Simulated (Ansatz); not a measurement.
# IrO2: strain energy, fitted

IrO2, P4_2/mnm, a = 4.529 Å, c = 3.180 Å. Ansatz: PBE, PAW, 420 eV, Γ-centred 8×8×12 mesh on 6 atoms, Gaussian smearing 0.10 eV; no spin polarisation. Series: uniaxial strain along c, with a, b and atoms relaxed; x is the strain in per cent. y is the free energy over the unstrained cell, V0 = 10.870 Å³/atom.

| x (%) | y (meV/atom) |
| --- | --- |
| -6.0 | ? |
| -4.0 | 25.33 |
| -2.0 | 6.45 |
| 0.0 | 0.00 |
| 2.0 | 6.53 |
| 4.0 | 25.95 |
| 6.0 | 57.80 |

Question: Fit y = c2 x² + c3 x³ to the other rows, turn c2 into a modulus, and predict the missing energy.

Answer: Least squares on the rows shown. y = 1.5965 x² + 0.0020186 x³. In eV per unit strain² c2 is 15.96; this is Young's modulus along the axis (E = ½ Y V0 ε²): 2 × 15.96 × 160.2 / (10.870) = 471 GPa. At x = -6.0 the fit asked for gives 57.04 meV/atom. The run gave 55.82 meV/atom, so the fit is 1.22 meV/atom too high, 2.1 % of the span of the series, against an rms of 0.15 meV/atom on the fitted rows. The row lies outside the fitted range. With a term in x⁴ added, a fit to the same known rows predicts 55.68 meV/atom, so most of the miss is curvature that the known rows already hold.

Spin–orbit coupling is left out, which can shift energies with elements as heavy as these.